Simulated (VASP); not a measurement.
GaN:

```
Ga N
1.0
     3.18023    0.00000    0.00000
    -1.59012    2.75416    0.00000
     0.00000    0.00000    5.18322
Ga N
2 2
Direct
  0.33333 0.66667 0.99924
  0.66667 0.33333 0.49924
  0.33333 0.66667 0.37576
  0.66667 0.33333 0.87576
```

Base run:

* Program: VASP 6.6.1
* Functional: PBE
* Potentials or basis: VASP PAW PBE potentials, release 64 (Ga_d, N)
* Cutoff: 520 eV
* k mesh: 12 × 12 × 5
* Occupations: gaussian, width 0.03 eV
* Spin: no spin polarisation

Its results: band gap on the k mesh 1.95 eV, direct; pressure 6.6 GPa.

Question: The run is repeated on the same cell with these changes: functional from PBE to LDA; potentials or basis from VASP PAW PBE potentials, release 64 (Ga_d, N) to VASP PAW LDA potentials, release 64 (Ga_d, N). What comes out?

Answer: Band gap on the k mesh 1.97 eV, direct; pressure -4.1 GPa.
